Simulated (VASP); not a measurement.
# Si (Im-3m) in VASP: notebook, part 2 of 2

VASP 6.6.1.

### Step 4. Single point, RPBE

File run.py:

```python
from ase.calculators.vasp import Vasp
from ase.dft.bandgap import bandgap
from ase.io import read

atoms = read('Si.xyz')
calc = Vasp(
    directory='calc',
    xc='rpbe',
    pp='PBE',
    setups='recommended',
    pp_version='54',
    prec='Accurate',
    encut=520,
    ediff=1e-07,
    ismear=0,
    sigma=0.02,
    lreal=False,
    lasph=True,
    nelm=80,
    algo='Normal',
    isif=2,
    lwave=False,
    lcharg=False,
    kpts=[6, 6, 6],
    gamma=True,
    nbands=21,
)
atoms.calc = calc

print('energy (eV):', atoms.get_potential_energy())
print('free energy (eV):', atoms.get_potential_energy(force_consistent=True))
print('forces (eV/A):')
print(atoms.get_forces())
print('stress (eV/A^3, Voigt):', atoms.get_stress())
print('Fermi level (eV):', calc.get_fermi_level())
gap, top, bottom = bandgap(calc)
print('band gap (eV):', gap, 'from (spin, k, band)', top, 'to', bottom)
```

File Si.xyz:

```xyz
6
Lattice="-3.3360831900 3.3360831900 3.3360831900 3.3360831900 -3.3360831900 3.3360831900 3.3360831900 3.3360831900 -3.3360831900" Properties=species:S:1:pos:R:3 pbc="T T T"
Si     1.6680415950      0.0000000000      3.3360831900
Si     3.3360831900      0.0000000000      1.6680415950
Si     3.3360831900      1.6680415950      0.0000000000
Si     1.6680415950      3.3360831900      0.0000000000
Si     0.0000000000      1.6680415950      3.3360831900
Si     0.0000000000      3.3360831900      1.6680415950
```

Potentials or basis: VASP PAW PBE potentials, release 54 (Si).

Started as:

```console
$ python run.py
```

Standard output:

```text
energy (eV): -29.75543835
free energy (eV): -29.75543835
forces (eV/A):
[[-0.  0. -0.]
 [-0. -0.  0.]
 [-0.  0.  0.]
 [-0.  0.  0.]
 [ 0.  0. -0.]
 [ 0. -0. -0.]]
stress (eV/A^3, Voigt): [-0.01878081 -0.01878081 -0.01878081 -0.          0.         -0.        ]
Fermi level (eV): 4.19551352
band gap (eV): 0.18259999999999987 from (spin, k, band) (0, np.int64(15), np.int64(11)) to (0, np.int64(13), np.int64(12))
```

OUTCAR:

```text
ENCUT = 520.000000
   EDIFF = 1.00e-07
   GGA = RP
   PREC = Accurate
   ISIF = 2
   ISMEAR = 0
   NELM = 80
   LASPH = .TRUE.
   LREAL = .FALSE.

 ion  position               nearest neighbor table
   1  0.500  0.750  0.250-   2 2.36   5 2.36   6 2.36   3 2.36
   2  0.250  0.750  0.500-   1 2.36   3 2.36   4 2.36   5 2.36
   3  0.250  0.500  0.750-   1 2.36   2 2.36   4 2.36   6 2.36
   4  0.500  0.250  0.750-   3 2.36   5 2.36   6 2.36   2 2.36
   5  0.750  0.500  0.250-   1 2.36   2 2.36   6 2.36   4 2.36
   6  0.750  0.250  0.500-   3 2.36   4 2.36   5 2.36   1 2.36

  LATTYP: Found a body centered cubic cell.
 ALAT       =     6.6721663800

  Lattice vectors:

 A1 = (  -3.3360831900,   3.3360831900,   3.3360831900)
 A2 = (   3.3360831900,  -3.3360831900,   3.3360831900)
 A3 = (   3.3360831900,   3.3360831900,  -3.3360831900)

Analysis of symmetry for initial positions (statically):
=====================================================================
 Subroutine PRICEL returns:
 Original cell was already a primitive cell.

[... 171 lines left out ...]

 val. band max:        4.1023880510   @ k =   0.5000   0.5000   0.5000
 cond. band min:       4.2849915351   @ k =  -0.3333   0.3333   0.3333
 fundamental gap:      0.1826034841
 Fermi energy:         4.1955135229

 k-point     1 :       0.0000    0.0000    0.0000
  band No.  band energies     occupation
      1      -7.6730      2.00000
      2      -3.1381      2.00000
      3      -3.1381      2.00000
      4      -2.9980      2.00000
      5      -2.9980      2.00000
      6      -2.9980      2.00000
[... 373 lines left out ...]
     20       8.3222      0.00000
     21       8.9259      0.00000

------------------------ aborting loop because EDIFF is reached ----------------------------------------

  FORCE on cell =-STRESS in cart. coord.  units (eV):
  Direction    XX          YY          ZZ          XY          YZ          ZX
  --------------------------------------------------------------------------------------
  -------------------------------------------------------------------------------------
  Total        2.7892330      2.7892330      2.7892330      0.0000000      0.0000000     -0.0000000
  in kB       30.0901793     30.0901793     30.0901793      0.0000000      0.0000000     -0.0000000
  external PRESSURE =      30.0901793 kB  Pullay stress =       0.0000000 kB

 VOLUME and BASIS-vectors are now :
 -----------------------------------------------------------------------------
  energy-cutoff  :      520.00
  volume of cell :      148.52
      direct lattice vectors                 reciprocal lattice vectors
    -3.336083190  3.336083190  3.336083190     0.000000000  0.149876358  0.149876358
     3.336083190 -3.336083190  3.336083190     0.149876358  0.000000000  0.149876358
     3.336083190  3.336083190 -3.336083190     0.149876358  0.149876358  0.000000000

 POSITION                                       TOTAL-FORCE (eV/Angst)
 -----------------------------------------------------------------------------------
      1.66804      0.00000      3.33608        -0.000000      0.000000     -0.000000
      3.33608      0.00000      1.66804        -0.000000     -0.000000      0.000000
      3.33608      1.66804      0.00000        -0.000000      0.000000      0.000000
      1.66804      3.33608      0.00000        -0.000000      0.000000      0.000000
      0.00000      1.66804      3.33608         0.000000      0.000000     -0.000000
      0.00000      3.33608      1.66804         0.000000     -0.000000     -0.000000
 -----------------------------------------------------------------------------------
    total drift:                               -0.000000     -0.000000      0.000000

  FREE ENERGIE OF THE ION-ELECTRON SYSTEM (eV)
  ---------------------------------------------------
  free  energy   TOTEN  =       -29.7554383479 eV

  energy  without entropy=      -29.7554383479  energy(sigma->0) =      -29.75543835
```

INCAR:

```text
ENCUT = 520.000000
SIGMA = 0.020000
EDIFF = 1.00e-07
ALGO = Normal
GGA = RP
PREC = Accurate
ISIF = 2
ISMEAR = 0
NBANDS = 21
NELM = 80
LASPH = .TRUE.
LCHARG = .FALSE.
LWAVE = .FALSE.
LREAL = .FALSE.
```

It took 38 s on 1 thread of Intel Xeon 6975P-C (Granite Rapids), shared host; peak memory 0.3 GiB.

Results:

* Free energy: -29.7554 eV
* Pressure: 3.0 GPa
* Band gap on the k mesh: 0.18 eV, indirect (least direct gap 0.40 eV)

Levels at points of the mesh, in eV from the valence-band top:
```tsv
k point	band 10	band 11	band 12	band 13	band 14	band 15
(0.00, 0.00, 0.00)	-2.08	-2.08	-2.08	2.08	2.08	2.08
(0.50, 0.00, 0.00)	-2.07	-1.33	-0.70	1.19	2.37	2.72
(0.50, 0.50, 0.50)	0.00	0.00	0.00	0.40	0.40	0.40
```

Caveat: the PAW data sets were made with another functional, which shifts forces and pressure a little. A k mesh can miss the band edges.
